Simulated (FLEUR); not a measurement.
# CuO (P4/mmm) in FLEUR: settings compared, part 2 of 2

FLEUR MaX-R8.1 (later development tree). Earlier steps stand in the parts before.

**4. Band structure, r2SCAN**

Changes to inp.xml since step 3:

```diff
@@ -7,5 +7,8 @@
       <cutoffs Kmax="5.13" Gmax="15.9" GmaxXC="15.9" numbands="0"/>
-      <scfLoop itmax="60" minDistance="0.00001" maxIterBroyd="15" imix="Anderson" alpha="0.05" precondParam="0.0" spinf="2.0" sdNocoIR="T"/>
-      <coreElectrons ctail="T" frcor="F" kcrel="0" coretail_lmax="0"/>
-      <xcFunctional name="PBEs" relativisticCorrections="F"/>
+      <scfLoop itmax="80" minDistance="0.0001" maxIterBroyd="30" imix="Anderson" alpha="0.05" precondParam="0.0" spinf="2.0" sdNocoIR="T"/>
+      <coreElectrons ctail="F" frcor="F" kcrel="0" coretail_lmax="0"/>
+      <xcFunctional name="LibXC" relativisticCorrections="F">
+         <LibXCName exchange="mgga_x_r2scan" correlation="mgga_c_r2scan"/>
+         <AuxGGA exchange="117" correlation="130"/>
+      </xcFunctional>
       <magnetism jspins="1"/>
```

crystal.txt reads:

```
CuO
&input cartesian=F /
4.1609370000  0.0000000000  0.0000000000
0.0000000000  4.1609370000  0.0000000000
0.0000000000  0.0000000000  3.8876430000
1.8897261246
1.0 1.0 1.0

6
29 0.5000000000  0.0000000000  0.5000000000
29 0.0000000000  0.5000000000  0.5000000000
29 0.0000000000  0.0000000000  0.0000000000
8 0.0000000000  0.0000000000  0.5000000000
8 0.5000000000  0.0000000000  0.0000000000
8 0.0000000000  0.5000000000  0.0000000000

&kpt div1=7 div2=7 div3=7 gamma=T /
```

Changes to inp.xml (bands) since step 3:

```diff
@@ -7,5 +7,8 @@
       <cutoffs Kmax="5.13" Gmax="15.9" GmaxXC="15.9" numbands="0"/>
-      <scfLoop itmax="60" minDistance="0.00001" maxIterBroyd="15" imix="Anderson" alpha="0.05" precondParam="0.0" spinf="2.0" sdNocoIR="T"/>
-      <coreElectrons ctail="T" frcor="F" kcrel="0" coretail_lmax="0"/>
-      <xcFunctional name="PBEs" relativisticCorrections="F"/>
+      <scfLoop itmax="80" minDistance="0.0001" maxIterBroyd="30" imix="Anderson" alpha="0.05" precondParam="0.0" spinf="2.0" sdNocoIR="T"/>
+      <coreElectrons ctail="F" frcor="F" kcrel="0" coretail_lmax="0"/>
+      <xcFunctional name="LibXC" relativisticCorrections="F">
+         <LibXCName exchange="mgga_x_r2scan" correlation="mgga_c_r2scan"/>
+         <AuxGGA exchange="117" correlation="130"/>
+      </xcFunctional>
       <magnetism jspins="1"/>
```

Potentials or basis: all-electron, FLAPW.

Run with:

```sh
> inpgen -f crystal.txt -profile fastHighL
> # inp.xml edited to the form shown
> fleur_MPI
> fleur_MPI   # second run, on inp.xml (bands)
```

Output:

```text
Welcome to FLEUR        (www.flapw.de)
      MaX-Release 8.1          (www.max-centre.eu)
 func_ids         498         497         498         497
 MetaGGA potential functional detected - V_tau will be computed
 Auxiliary Potential for radial basis: exchange=         117  correlation=         130
The functional 'Re-regularized SCAN exchange by Furness et al' is an exchange functional, it belongs to the 'MGGA' family and is defined in the reference(s):
[1] J. W. Furness, A. D. Kaplan, J. Ning, J. P. Perdew, and J. Sun.,  J. Phys. Chem. Lett. 11, 8208-8215 (2020)
[2] J. W. Furness, A. D. Kaplan, J. Ning, J. P. Perdew, and J. Sun.,  J. Phys. Chem. Lett. 11, 9248-9248 (2020)
The functional 'Re-regularized SCAN correlation by Furness et al' is a correlation functional, it belongs to the 'MGGA' family and is defined in the reference(s):
[1] J. W. Furness, A. D. Kaplan, J. Ning, J. P. Perdew, and J. Sun.,  J. Phys. Chem. Lett. 11, 8208-8215 (2020)
[2] J. W. Furness, A. D. Kaplan, J. Ning, J. P. Perdew, and J. Sun.,  J. Phys. Chem. Lett. 11, 9248-9248 (2020)
 Using same functional for VXC and EXC

 ========== k-point set info ==========
 Selected k-point list: default-1
 k-point list type: mesh
 7 x 7 x 7
 Number of k points: 40

 ------------Calculation Setup---------------------------
 Number of MPI-tasks      :            1
 Number of PE/node        :            1
 Number of OMP-threads    :            1
 Most efficient MPI parallelization for:
           1           2           4           5           8          10          20          40
 Additional eigenvalue parallelization possible
 Number of basis functions:         1266
 Approximate size of matrices (H+S) per k-point:         0.024 GB
 --------------------------------------------------------
The functional 'Hammer, Hansen, and Norskov' is an exchange functional, it belongs to the 'GGA' family and is defined in the reference(s):
[... 6 lines left out ...]
 Reset of history
 Reset of history
 Iteration:     1   Distance:      48.91785867 me/bohr^3
The functional 'Hammer, Hansen, and Norskov' is an exchange functional, it belongs to the 'GGA' family and is defined in the reference(s):
[1] B. Hammer, L. B. Hansen, and J. K. Nørskov.,  Phys. Rev. B 59, 7413 (1999)
The functional 'Perdew, Burke & Ernzerhof' is a correlation functional, it belongs to the 'GGA' family and is defined in the reference(s):
[1] J. P. Perdew, K. Burke, and M. Ernzerhof.,  Phys. Rev. Lett. 77, 3865 (1996)
[2] J. P. Perdew, K. Burke, and M. Ernzerhof.,  Phys. Rev. Lett. 78, 1396 (1997)
 Using same functional for VXC and EXC
 Iteration:     2   Distance:      37.79713727 me/bohr^3
The functional 'Hammer, Hansen, and Norskov' is an exchange functional, it belongs to the 'GGA' family and is defined in the reference(s):
[1] B. Hammer, L. B. Hansen, and J. K. Nørskov.,  Phys. Rev. B 59, 7413 (1999)
The functional 'Perdew, Burke & Ernzerhof' is a correlation functional, it belongs to the 'GGA' family and is defined in the reference(s):
[1] J. P. Perdew, K. Burke, and M. Ernzerhof.,  Phys. Rev. Lett. 77, 3865 (1996)
[2] J. P. Perdew, K. Burke, and M. Ernzerhof.,  Phys. Rev. Lett. 78, 1396 (1997)
 Using same functional for VXC and EXC
 Iteration:     3   Distance:      31.95729008 me/bohr^3
The functional 'Hammer, Hansen, and Norskov' is an exchange functional, it belongs to the 'GGA' family and is defined in the reference(s):
[1] B. Hammer, L. B. Hansen, and J. K. Nørskov.,  Phys. Rev. B 59, 7413 (1999)
The functional 'Perdew, Burke & Ernzerhof' is a correlation functional, it belongs to the 'GGA' family and is defined in the reference(s):
[1] J. P. Perdew, K. Burke, and M. Ernzerhof.,  Phys. Rev. Lett. 77, 3865 (1996)
[2] J. P. Perdew, K. Burke, and M. Ernzerhof.,  Phys. Rev. Lett. 78, 1396 (1997)
 Using same functional for VXC and EXC
 Iteration:     4   Distance:      19.67957028 me/bohr^3
The functional 'Hammer, Hansen, and Norskov' is an exchange functional, it belongs to the 'GGA' family and is defined in the reference(s):
[1] B. Hammer, L. B. Hansen, and J. K. Nørskov.,  Phys. Rev. B 59, 7413 (1999)
The functional 'Perdew, Burke & Ernzerhof' is a correlation functional, it belongs to the 'GGA' family and is defined in the reference(s):
[1] J. P. Perdew, K. Burke, and M. Ernzerhof.,  Phys. Rev. Lett. 77, 3865 (1996)
[2] J. P. Perdew, K. Burke, and M. Ernzerhof.,  Phys. Rev. Lett. 78, 1396 (1997)
 Using same functional for VXC and EXC
 Iteration:     5   Distance:      17.23356387 me/bohr^3
The functional 'Hammer, Hansen, and Norskov' is an exchange functional, it belongs to the 'GGA' family and is defined in the reference(s):
[... 102 lines left out ...]
 Using same functional for VXC and EXC
 Iteration:    20   Distance:       0.00110870 me/bohr^3
The functional 'Hammer, Hansen, and Norskov' is an exchange functional, it belongs to the 'GGA' family and is defined in the reference(s):
[1] B. Hammer, L. B. Hansen, and J. K. Nørskov.,  Phys. Rev. B 59, 7413 (1999)
The functional 'Perdew, Burke & Ernzerhof' is a correlation functional, it belongs to the 'GGA' family and is defined in the reference(s):
[1] J. P. Perdew, K. Burke, and M. Ernzerhof.,  Phys. Rev. Lett. 77, 3865 (1996)
[2] J. P. Perdew, K. Burke, and M. Ernzerhof.,  Phys. Rev. Lett. 78, 1396 (1997)
 Using same functional for VXC and EXC
 Iteration:    21   Distance:       0.00015957 me/bohr^3
The functional 'Hammer, Hansen, and Norskov' is an exchange functional, it belongs to the 'GGA' family and is defined in the reference(s):
[1] B. Hammer, L. B. Hansen, and J. K. Nørskov.,  Phys. Rev. B 59, 7413 (1999)
The functional 'Perdew, Burke & Ernzerhof' is a correlation functional, it belongs to the 'GGA' family and is defined in the reference(s):
[1] J. P. Perdew, K. Burke, and M. Ernzerhof.,  Phys. Rev. Lett. 77, 3865 (1996)
[2] J. P. Perdew, K. Burke, and M. Ernzerhof.,  Phys. Rev. Lett. 78, 1396 (1997)
 Using same functional for VXC and EXC
 Iteration:    22   Distance:       0.00014205 me/bohr^3
The functional 'Hammer, Hansen, and Norskov' is an exchange functional, it belongs to the 'GGA' family and is defined in the reference(s):
[1] B. Hammer, L. B. Hansen, and J. K. Nørskov.,  Phys. Rev. B 59, 7413 (1999)
The functional 'Perdew, Burke & Ernzerhof' is a correlation functional, it belongs to the 'GGA' family and is defined in the reference(s):
[1] J. P. Perdew, K. Burke, and M. Ernzerhof.,  Phys. Rev. Lett. 77, 3865 (1996)
[2] J. P. Perdew, K. Burke, and M. Ernzerhof.,  Phys. Rev. Lett. 78, 1396 (1997)
 Using same functional for VXC and EXC
 Iteration:    23   Distance:       0.00003103 me/bohr^3

 ********************************************************************
 Run finished successfully
 Stop message:
   all done
 ********************************************************************
```

It took 16 min on 1 thread of Arm Neoverse V1, shared host; peak memory 0.16 GiB.

What came out:

| Property | Result |
| --- | --- |
| Free energy | -141262.6949 eV |
| Band gap along the path | none (metal or under the smearing width) |
| Valence electrons inside the program's atomic spheres | Cu 17.08, 17.04; O 4.71, 4.66 (radii Cu 1.91, O 1.46 bohr) |

Levels at the corners of the path, in eV from the Fermi level:
| point | band 36 | band 37 | band 38 | band 39 | band 40 | band 41 |
| --- | --- | --- | --- | --- | --- | --- |
| Γ | -1.61 | -1.61 | -1.44 | -1.35 | 1.63 | 6.70 |
| X | -1.46 | -1.20 | -0.68 | -0.59 | 4.24 | 4.31 |
| M | -0.93 | -0.47 | -0.47 | 1.00 | 3.84 | 6.78 |
| Γ | -1.61 | -1.61 | -1.44 | -1.35 | 1.63 | 6.70 |
| Z | -0.71 | -0.32 | -0.32 | 0.08 | 5.45 | 7.24 |
| R | -0.59 | -0.24 | 1.21 | 1.31 | 4.94 | 7.03 |
| A | 1.24 | 1.26 | 1.36 | 1.36 | 2.19 | 7.58 |
| Z | -0.71 | -0.32 | -0.32 | 0.08 | 5.45 | 7.24 |
| X | -1.46 | -1.20 | -0.68 | -0.59 | 4.24 | 4.31 |
| R | -0.59 | -0.24 | 1.21 | 1.31 | 4.94 | 7.03 |
| M | -0.93 | -0.47 | -0.47 | 1.00 | 3.84 | 6.78 |
| A | 1.24 | 1.26 | 1.36 | 1.36 | 2.19 | 7.58 |

Core levels (eV from the Fermi level):
```csv
atom,levels
1 Cu,"1s1/2 -8846.6, 2s1/2 -1059.1, 2p1/2 -927.1, 2p3/2 -906.6"
2 Cu,"1s1/2 -8846.6, 2s1/2 -1059.1, 2p1/2 -927.1, 2p3/2 -906.6"
3 Cu,"1s1/2 -8847.2, 2s1/2 -1059.8, 2p1/2 -927.8, 2p3/2 -907.3"
4 O,1s1/2 -507.1
5 O,1s1/2 -505.6
6 O,1s1/2 -505.6
```

Caveat: the meta-GGA is that of a development version, with a GGA for the radial functions and cores and without core tails; an odd number of electrons without spin polarisation forces a metal; a magnetic or distorted state may lie lower; the run has no spin polarisation, though such a crystal can be magnetic; semilocal functionals often make such compounds metallic where correlation or magnetic order opens a gap, which also shifts bond lengths.
